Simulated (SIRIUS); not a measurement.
# Nb (Pm-3m) in SIRIUS: equation of state

How stiff is Nb in PBE, and what volume does it want? The cell is scaled to several volumes.

Everything below comes from runs of SIRIUS 7.10.0. Logs are shortened: lines on timing, memory, paths and dates and some standing lists are left out, and cuts for length are marked. The log counts tension as positive stress, the text compression.

## (1) The structure

Symmetry: Pm-3m, No. 221, cubic system. The conventional cell has a = 3.985 Å, b = 3.985 Å, c = 3.985 Å, α = 90.00°, β = 90.00°, γ = 90.00°. Around Nb (site symmetry 4/mmm) lie 8 Nb at 2.82 Å.

The cell was built by a generator and needn't be a form met in nature.

## (2) Single point, PBE, 19.83 Å³/atom (volume scaled by 0.94)

The input, sirius.json:

```json
{
  "control": {
    "processing_unit": "cpu",
    "verbosity": 2,
    "num_bands_to_print": 29,
    "print_forces": true,
    "print_stress": true
  },
  "parameters": {
    "electronic_structure_method": "pseudopotential",
    "xc_functionals": ["XC_GGA_X_PBE", "XC_GGA_C_PBE"],
    "gk_cutoff": 9.1,
    "pw_cutoff": 18.2,
    "ngridk": [7, 7, 7],
    "shiftk": [0, 0, 0],
    "smearing": "fermi_dirac",
    "smearing_width": 0.0018374661,
    "num_bands": 29,
    "num_mag_dims": 0,
    "num_dft_iter": 100,
    "energy_tol": 1e-08,
    "density_tol": 1e-06
  },
  "iterative_solver": {
    "type": "davidson",
    "min_tolerance": 1e-09,
    "tolerance_scale": [0.1, 0.25]
  },
  "mixer": {
    "type": "anderson",
    "beta": 0.7,
    "max_history": 8
  },
  "settings": {
    "tol_ne": 1e-10,
    "pseudo_grid_cutoff": 6.5
  },
  "unit_cell": {
    "lattice_vectors": [
      [1.0, 0.0, 0.0],
      [0.0, 1.0, 0.0],
      [0.0, 0.0, 1.0]
    ],
    "lattice_vectors_scale": 7.3773489237,
    "atom_coordinate_units": "lattice",
    "atom_types": ["Nb"],
    "atom_files": {
      "Nb": "Nb.json"
    },
    "atoms": {
      "Nb": [
        [0.5, 0.0, 0.0],
        [0.0, 0.5, 0.0],
        [0.0, 0.0, 0.5]
      ]
    }
  }
}
```

Potentials or basis: PseudoDojo 0.4.1 PBE standard (scalar relativistic).

Run with:

```
> upf_to_json Nb.upf
> OMP_NUM_THREADS=1 sirius.scf --input=sirius.json --output=out.json --task=0
```

What it wrote:

```text
[info] SIRIUS version : 7.10.0
[info] number of MPI ranks           : 1
[info] MPI grid                      : 1 1
[info] maximum number of OMP threads : 1
[fft] FFT context for density and potential
[fft] =====================================
[fft]   comm size                             : 1
[fft]   plane wave cutoff                     : 18.2
[fft]   grid size                             : 45 45 45   total : 91125
[fft]   grid limits                           : -22 22   -22 22   -22 22
[fft]   number of G-vectors within the cutoff : 20374
[fft]   local number of G-vectors             : 20374
[fft]   number of G-shells                    : 1082
[fft] FFT context for coarse grid
[fft] =====================================
[fft]   comm size                             : 1
[fft]   plane wave cutoff                     : 18.2
[fft]   grid size                             : 45 45 45   total : 91125
[fft]   grid limits                           : -22 22   -22 22   -22 22
[fft]   number of G-vectors within the cutoff : 20374
[fft]   local number of G-vectors             : 20374
[fft]   number of G-shells                    : 1082
[unit cell] lattice vectors
[unit cell]   a1 :       7.3773489237      0.0000000000      0.0000000000
[unit cell]   a2 :       0.0000000000      7.3773489237      0.0000000000
[unit cell]   a3 :       0.0000000000      0.0000000000      7.3773489237
[unit cell] reciprocal lattice vectors
[unit cell]   b1 :       0.8516860694      0.0000000000      0.0000000000
[unit cell]   b2 :       0.0000000000      0.8516860694      0.0000000000
[unit cell]   b3 :       0.0000000000      0.0000000000      0.8516860694
[unit cell] unit cell volume :       401.51425975 [a.u.^3]
[unit cell] 1/sqrt(omega)    :         0.04990563
[unit cell] MT volume        :         0.00000000 ( 0.00%)
[unit cell] IT volume        :       401.51425975 (100.00%)
[unit cell] number of atom types : 1
[unit cell] type id : 0 symbol : Nb mt_radius :  16.790000 num_atoms : 3
[unit cell] total number of atoms : 3
[unit cell] number of symmetry classes : 1
[unit cell] number of PAW atoms : 0
[unit cell] atom id  type id  class id             position                      vector_field
[unit cell] ------------------------------------------------------------------------------------------
[unit cell]      0        0        0      0.50000   0.00000   0.00000      0.00000   0.00000   0.00000
[unit cell]      1        0        0      0.00000   0.50000   0.00000      0.00000   0.00000   0.00000
[unit cell]      2        0        0      0.00000   0.00000   0.50000      0.00000   0.00000   0.00000
[unit cell] atom id         position (Cartesian, a.u.)
[unit cell] ---------------------------------------------
[unit cell]      0       3.688674    0.000000    0.000000
[unit cell]      1       0.000000    3.688674    0.000000
[unit cell]      2       0.000000    0.000000    3.688674
[unit cell] class id : 0 atom id : 0 1 2
[unit cell] minimum bond length:     5.216573
[unit cell] total number of pseudo wave-functions: 30
[sym] space group number   : 221
[sym] international symbol : Pm-3m
[sym] Hall symbol          : -P 4 2 3
[sym] space group transformation matrix :
[sym]   1.0000  0.0000  0.0000
[sym]   0.0000  1.0000  0.0000
[... 278 lines left out ...]
[diagonalize] ik:    3   -1.409949   -1.403113   -1.397725   -0.549219   -0.549219   -0.538894   -0.526423   -0.525398   -0.525398   -0.521550   -0.507513   -0.507513    0.444235    0.474828    0.499654    0.507809    0.547950    0.547950    0.572175    0.614494    0.614494    0.645762    0.652721    0.659806    0.697682    0.697682    0.711905    0.769489    0.848386
[diagonalize] ik:    4   -1.413663   -1.398890   -1.398176   -0.558240   -0.555524   -0.551515   -0.523809   -0.521095   -0.518295   -0.509711   -0.504586   -0.502496    0.395998    0.434199    0.489537    0.497040    0.498705    0.506264    0.516393    0.649809    0.668986    0.695583    0.713969    0.735523    0.752065    0.752280    0.791697    0.799259    0.826773
[diagonalize] ...
[diagonalize] ik:   15   -1.405353   -1.403243   -1.402025   -0.564506   -0.550167   -0.537108   -0.536890   -0.526505   -0.516474   -0.513457   -0.506331   -0.502083    0.490428    0.503583    0.513446    0.525882    0.554005    0.566196    0.580478    0.596687    0.608028    0.612185    0.646877    0.670874    0.675097    0.722439    0.732597    0.751146    0.758544
[diagonalize] ik:   16   -1.408072   -1.401278   -1.401278   -0.567552   -0.542172   -0.542172   -0.539048   -0.522641   -0.522641   -0.508582   -0.503598   -0.503598    0.452783    0.492966    0.521719    0.521719    0.525230    0.575595    0.575595    0.596722    0.610318    0.610318    0.660262    0.697341    0.697341    0.716673    0.716673    0.798138    0.827364
[diagonalize] ik:   17   -1.406274   -1.403047   -1.401248   -0.569832   -0.546115   -0.544595   -0.540937   -0.522182   -0.512774   -0.506132   -0.505540   -0.504358    0.467578    0.487497    0.505599    0.524836    0.546540    0.579192    0.581263    0.605917    0.613565    0.624860    0.641070    0.688268    0.700106    0.724150    0.725328    0.765525    0.810102
[diagonalize] ik:   18   -1.404798   -1.403202   -1.402485   -0.574083   -0.550097   -0.545321   -0.545178   -0.515435   -0.509358   -0.505595   -0.505014   -0.502053    0.473923    0.476328    0.493677    0.502501    0.577445    0.578692    0.597784    0.616940    0.632223    0.634074    0.644580    0.691574    0.691609    0.731776    0.734758    0.755532    0.795665
[diagonalize] ik:   19   -1.404038   -1.403169   -1.403169   -0.579703   -0.550192   -0.549879   -0.549879   -0.507636   -0.507636   -0.502065   -0.502065   -0.501966    0.459667    0.471408    0.481707    0.481707    0.588093    0.588093    0.599557    0.626802    0.664815    0.664815    0.680864    0.694264    0.694264    0.734676    0.734676    0.739157    0.821917
[find] Charges and magnetic moments
[find] --------------------------------------------------------------------------------
[find] total charge          : 39.000000
[find] Energy
[find] --------------------------------------------------------------------------------
[find] valence_eval_sum               :     -10.09990058
[find] <rho|V^{XC}>                   :     -29.71508322
[find] <rho|E^{XC}>                   :     -39.24829066
[find] <mag|B^{XC}>                   :       0.00000000
[find] <rho|V^{H}>                    :      59.16886558
[find] one-electron contribution      :     -39.55368294 (Ha),     -79.10736589 (Ry)
[find] hartree contribution           :      29.58443279
[find] xc contribution                :     -39.24829066
[find] ewald contribution             :    -137.52817415
[find] PAW contribution               :       0.00000000
[find] smearing (-TS)                 :      -0.00184502
[find] SCF correction                 :       0.00000155
[find] Total energy                   :    -186.74571341 (Ha),    -373.49142682 (Ry)
[find] Free energy (E-TS)             :    -186.74755843 (Ha),    -373.49511685 (Ry)
[find] band gap (eV)                  :       0.00000000
[find] Efermi                         :       0.59618655
[find] iteration : 12, RMS : 1.118606593569e-07, energy difference : 7.851213013055e-09
[find] Hartree energy of density residual : 1.177941395985e-12
[find] bands are converged : true
[find] iterative solver converged : true
[find] converged after 13 SCF iterations!
[find] Charges and magnetic moments
[find] --------------------------------------------------------------------------------
[find] total charge          : 39.000000
[find] Energy
[find] --------------------------------------------------------------------------------
[find] valence_eval_sum               :     -10.09990058
[find] <rho|V^{XC}>                   :     -29.71508322
[find] <rho|E^{XC}>                   :     -39.24829066
[find] <mag|B^{XC}>                   :       0.00000000
[find] <rho|V^{H}>                    :      59.16886558
[find] one-electron contribution      :     -39.55368294 (Ha),     -79.10736589 (Ry)
[find] hartree contribution           :      29.58443279
[find] xc contribution                :     -39.24829066
[find] ewald contribution             :    -137.52817415
[find] PAW contribution               :       0.00000000
[find] smearing (-TS)                 :      -0.00184502
[find] SCF correction                 :       0.00000155
[find] Total energy                   :    -186.74571341 (Ha),    -373.49142682 (Ry)
[find] Free energy (E-TS)             :    -186.74755843 (Ha),    -373.49511685 (Ry)
[find] band gap (eV)                  :       0.00000000
[find] Efermi                         :       0.59618655
[ground_state] === stress tensor components [kbar] ===
[ground_state] === stress_kin ===
[ground_state] -26837.128858    0.000000    0.000000
[ground_state]     0.000000-26837.128858    0.000000
[ground_state]     0.000000    0.000000-26837.128858
[ground_state] === stress_har ===
[ground_state] -7226.011099    0.000000    0.000000
[ground_state]     0.000000-7226.011099   -0.000000
[ground_state]     0.000000   -0.000000-7226.011099
[ground_state] === stress_ewald ===
[ground_state] 33591.318781    0.000000    0.000000
[ground_state]     0.00000033591.318781   -0.000000
[ground_state]     0.000000   -0.00000033591.318781
[ground_state] === stress_vloc ===
[ground_state] 17076.323689    0.000000   -0.000000
[ground_state]     0.00000017076.323689    0.000000
[ground_state]    -0.000000    0.00000017076.323689
[ground_state] === stress_xc ===
[ground_state] -6720.536174    0.000000   -0.000000
[ground_state]     0.000000-6720.536174    0.000000
[ground_state]    -0.000000    0.000000-6720.536174
[ground_state] === stress_core ===
[ground_state] 13856.051909    0.000000    0.000000
[ground_state]     0.00000013856.051909    0.000000
[ground_state]     0.000000    0.00000013856.051909
[ground_state] === stress_nonloc ===
[ground_state] -23826.731389    0.000000   -0.000000
[ground_state]     0.000000-23826.731389   -0.000000
[ground_state]    -0.000000   -0.000000-23826.731389
[ground_state] === stress_us_nl ===
[ground_state] -23826.731389    0.000000   -0.000000
[ground_state]     0.000000-23826.731389   -0.000000
[ground_state]    -0.000000   -0.000000-23826.731389
[ground_state] === stress_total ===
[ground_state]   -86.713141    0.000000    0.000000
[ground_state]     0.000000  -86.713141    0.000000
[ground_state]     0.000000    0.000000  -86.713141
[ground_state] ==== total Forces in Ha/bohr =====
[ground_state] atom:    0, force:       0.0000000      0.0000000      0.0000000
[ground_state] atom:    1, force:       0.0000000      0.0000000      0.0000000
[ground_state] atom:    2, force:       0.0000000      0.0000000      0.0000000
[ground_state] ==== ultrasoft contribution from Qij =====
[ground_state] atom:    0, force:       0.0000000      0.0000000      0.0000000
[ground_state] atom:    1, force:       0.0000000      0.0000000      0.0000000
[ground_state] atom:    2, force:       0.0000000      0.0000000      0.0000000
[ground_state] ==== non-local contribution from Beta-projector =====
[ground_state] atom:    0, force:       0.0000000      0.0000000      0.0000000
[ground_state] atom:    1, force:       0.0000000      0.0000000      0.0000000
[ground_state] atom:    2, force:       0.0000000      0.0000000      0.0000000
[ground_state] ==== contribution from local potential =====
[ground_state] atom:    0, force:       0.0000000      0.0000000      0.0000000
[ground_state] atom:    1, force:       0.0000000      0.0000000      0.0000000
[ground_state] atom:    2, force:       0.0000000      0.0000000      0.0000000
[ground_state] ==== contribution from core density =====
[ground_state] atom:    0, force:       0.0000000      0.0000000      0.0000000
[ground_state] atom:    1, force:       0.0000000      0.0000000      0.0000000
[ground_state] atom:    2, force:       0.0000000      0.0000000      0.0000000
[ground_state] ==== Ewald forces from ions =====
[ground_state] atom:    0, force:       0.0000000      0.0000000      0.0000000
[ground_state] atom:    1, force:       0.0000000      0.0000000      0.0000000
[ground_state] atom:    2, force:       0.0000000      0.0000000      0.0000000
[~DFT_ground_state] local op. applied: 16056
[~DFT_ground_state] evp. work count: 2191.11
[~DFT_ground_state] number of iterative solver steps: 662
```

Run time: 80 s. Hardware: 1 thread of Arm Neoverse V1, shared host; peak memory 0.41 GiB.

Results:

| Item | Value |
| --- | --- |
| Free energy | -5081.6599 eV |
| Pressure | 8.7 GPa |
| Band gap on the k mesh | none (metal or under the smearing width) |

## (3) Single point, PBE, 20.25 Å³/atom (volume scaled by 0.96)

sirius.json, as its differences from that of step 2:

```diff
@@ -43,3 +43,3 @@
     ],
-    "lattice_vectors_scale": 7.3773489237,
+    "lattice_vectors_scale": 7.4293037969,
     "atom_coordinate_units": "lattice",
```

Potentials or basis: PseudoDojo 0.4.1 PBE standard (scalar relativistic).

Run with:

```
> upf_to_json Nb.upf
> OMP_NUM_THREADS=1 sirius.scf --input=sirius.json --output=out.json --task=0
```

Wall time 71 s (1 thread of Arm Neoverse V1, shared host); peak memory 0.42 GiB.

The run converged. Its results:

| Property | Result |
| --- | --- |
| Free energy | -5081.7163 eV |
| Pressure | 5.6 GPa |
| Band gap on the k mesh | none (metal or under the smearing width) |

## (4) Single point, PBE, 20.68 Å³/atom (volume scaled by 0.98)

sirius.json, as its differences from that of step 3:

```diff
@@ -43,3 +43,3 @@
     ],
-    "lattice_vectors_scale": 7.4293037969,
+    "lattice_vectors_scale": 7.4805419939,
     "atom_coordinate_units": "lattice",
```

Run with:

```
> upf_to_json Nb.upf
> OMP_NUM_THREADS=1 sirius.scf --input=sirius.json --output=out.json --task=0
```

It took 76 s on 1 thread of Arm Neoverse V1, shared host; peak memory 0.42 GiB.

It converged, with:

```
Free energy            : -5081.7494 eV
Pressure               : 2.8 GPa
Band gap on the k mesh : none (metal or under the smearing width)
```

## (5) Single point, PBE, 21.10 Å³/atom

sirius.json, as its differences from that of step 4:

```diff
@@ -43,3 +43,3 @@
     ],
-    "lattice_vectors_scale": 7.4805419939,
+    "lattice_vectors_scale": 7.5310877299,
     "atom_coordinate_units": "lattice",
```

Run with:

```
> upf_to_json Nb.upf
> OMP_NUM_THREADS=1 sirius.scf --input=sirius.json --output=out.json --task=0
```

Run time: 77 s. Hardware: 1 thread of Arm Neoverse V1, shared host; peak memory 0.43 GiB.

It converged, with:

- Free energy: -5081.7613 eV
- Pressure: 0.2 GPa
- Band gap on the k mesh: none (metal or under the smearing width)

## (6) Single point, PBE, 21.52 Å³/atom (volume scaled by 1.02)

sirius.json, as its differences from that of step 5:

```diff
@@ -43,3 +43,3 @@
     ],
-    "lattice_vectors_scale": 7.5310877299,
+    "lattice_vectors_scale": 7.5809639367,
     "atom_coordinate_units": "lattice",
```

Potentials or basis: PseudoDojo 0.4.1 PBE standard (scalar relativistic).

Run with:

```
> upf_to_json Nb.upf
> OMP_NUM_THREADS=1 sirius.scf --input=sirius.json --output=out.json --task=0
```

Run time: 83 s. Hardware: 1 thread of Arm Neoverse V1, shared host; peak memory 0.44 GiB.

The run converged. Its results:

```
Free energy            : -5081.7539 eV
Pressure               : -2.1 GPa
Band gap on the k mesh : none (metal or under the smearing width)
```

## (7) Single point, PBE, 21.94 Å³/atom (volume scaled by 1.04)

sirius.json, as its differences from that of step 6:

```diff
@@ -43,3 +43,3 @@
     ],
-    "lattice_vectors_scale": 7.5809639367,
+    "lattice_vectors_scale": 7.6301923547,
     "atom_coordinate_units": "lattice",
```

Run with:

```
> upf_to_json Nb.upf
> OMP_NUM_THREADS=1 sirius.scf --input=sirius.json --output=out.json --task=0
```

Wall time 80 s (1 thread of Arm Neoverse V1, shared host); peak memory 0.44 GiB.

Results (log left out):

* Free energy: -5081.7290 eV
* Pressure: -4.2 GPa
* Band gap on the k mesh: none (metal or under the smearing width)

## (8) Single point, PBE, 22.36 Å³/atom (volume scaled by 1.06)

sirius.json, as its differences from that of step 7:

```diff
@@ -43,3 +43,3 @@
     ],
-    "lattice_vectors_scale": 7.6301923547,
+    "lattice_vectors_scale": 7.6787936162,
     "atom_coordinate_units": "lattice",
```

Run with:

```
> upf_to_json Nb.upf
> OMP_NUM_THREADS=1 sirius.scf --input=sirius.json --output=out.json --task=0
```

It took 84 s on 1 thread of Arm Neoverse V1, shared host; peak memory 0.44 GiB.

The run converged. Its results:

- Free energy: -5081.6881 eV
- Pressure: -6.1 GPa
- Band gap on the k mesh: none (metal or under the smearing width)

## (9) Equation of state, PBE

Potentials or basis: PseudoDojo 0.4.1 PBE standard (scalar relativistic).

No new run: the results of the series are fitted here.

Results:

- Equilibrium volume: 21.14 Å³/atom
- Bulk modulus: 121 GPa
- Pressure derivative of the bulk modulus: 3.7

Energy against volume, from the lowest point:
| volume (Å³/atom) | energy (meV/atom) |
| --- | --- |
| 19.833 | 33.77 |
| 20.255 | 14.98 |
| 20.677 | 3.96 |
| 21.099 | 0.00 |
| 21.521 | 2.46 |
| 21.943 | 10.76 |
| 22.365 | 24.38 |
